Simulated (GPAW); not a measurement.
The system is TiCo.

```xyz
2
Lattice="2.9861 0.0000 0.0000 0.0000 2.9861 0.0000 0.0000 0.0000 2.9861" Properties=species:S:1:pos:R:3 pbc="T T T"
Co    1.4931    1.4931    1.4931
Ti    0.0000    0.0000    0.0000
```

The cell comes from a database or a generator and needn't be the stable form of this composition.

- Program: GPAW 26.7.0
- Task: relaxation of cell and atoms
- Functional: PBEsol
- Dispersion: D3
- Potentials or basis: PAW data sets generated in the run's folder for this functional
- Cutoff: 600 eV
- Basis: pw
- k mesh: 9 × 9 × 9
- Occupations: fermi-dirac, width 0.05 eV
- Spin: collinear spin, ferromagnetic start
- Starting moments: [2.0, 1.0] μB

At the start: pressure -13.5 GPa; volume 13.31 Å³/atom.

Task: How do energy, volume and symmetry change on relaxing?

Result: Over 4 steps the energy falls by 39.2 meV/atom and the volume is 12.30 Å³/atom (-7.6 %); space group Pm-3m (No. 221, to 0.05 Å); moment 0.55 μB per cell.

The path:
| step | energy change (eV) | largest force (eV/Å) | pressure (GPa) | volume (Å³) |
| --- | --- | --- | --- | --- |
| 1 | 0.0000 | 0.0000 | -13.55 | 26.63 |
| 2 | -0.0426 | 0.0000 | -9.97 | 25.99 |
| 3 | -0.0764 | 0.0000 | 1.31 | 24.44 |
| 4 | -0.0783 | 0.0000 | -0.09 | 24.61 |

Final structure:
```
CELL_PARAMETERS angstrom
2.90860 0.00000 0.00000
0.00000 2.90860 0.00000
0.00000 0.00000 2.90860
ATOMIC_POSITIONS crystal
Co 0.50000 0.50000 0.50000
Ti 0.00000 0.00000 0.00000
```

Caveat: each step starts from the last one's moments, so a moment once lost doesn't come back; later steps reuse the first step's grids; pairwise dispersion overbinds metals, which lowers pressure and volume.
